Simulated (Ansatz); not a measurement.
Free-standing chains of the atoms of Fe, named by their start (strip: triangular double chain, ladder: square double chain); atoms and period are relaxed, and energies count from relaxed bulk Fe (Im-3m, 11.35 Å³/atom, gap on the mesh 0.00 eV).

These are results of DFT PBE, scalar-relativistic, plane waves, PAW (Ansatz 0.2.0), not measurements.

Cutoff 420 eV, Gaussian smearing of 0.05 eV, energies at zero smearing, symmetry of each start kept, collinear spin where a moment is listed.

```json
{"start": "linear chain", "atoms": "1", "k mesh": "1×1×29", "excess energy (eV per host atom)": "3.242", "period (Å)": "2.265", "highest filled level or Fermi level under vacuum (eV)": "4.10", "size of the moment (μB per cell)": "3.31"}
{"start": "zigzag chain*", "atoms": "2", "k mesh": "1×1×16", "excess energy (eV per host atom)": "2.260", "period (Å)": "2.540", "highest filled level or Fermi level under vacuum (eV)": "-", "size of the moment (μB per cell)": "6.47"}
{"start": "ladder chain", "atoms": "4", "k mesh": "1×1×15", "excess energy (eV per host atom)": "2.546", "period (Å)": "4.824", "highest filled level or Fermi level under vacuum (eV)": "-", "size of the moment (μB per cell)": "12.53"}
{"start": "strip chain", "atoms": "2", "k mesh": "1×1×27", "excess energy (eV per host atom)": "2.281", "period (Å)": "2.375", "highest filled level or Fermi level under vacuum (eV)": "-", "size of the moment (μB per cell)": "6.37"}
```

Zero in every row: gap on the mesh (eV).

* ends far from its start.

The program reads another magnetic order as possibly lower.

Each run keeps its start's symmetry and one magnetic start, so lower states can exist. Rows stand on unlike meshes and boxes, so starts that end alike can differ by a few hundredths of an eV per atom.

Cost: 4 runs of about 11 core-minutes in all, on AMD EPYC 7R43 (Zen 3) (shared hosts).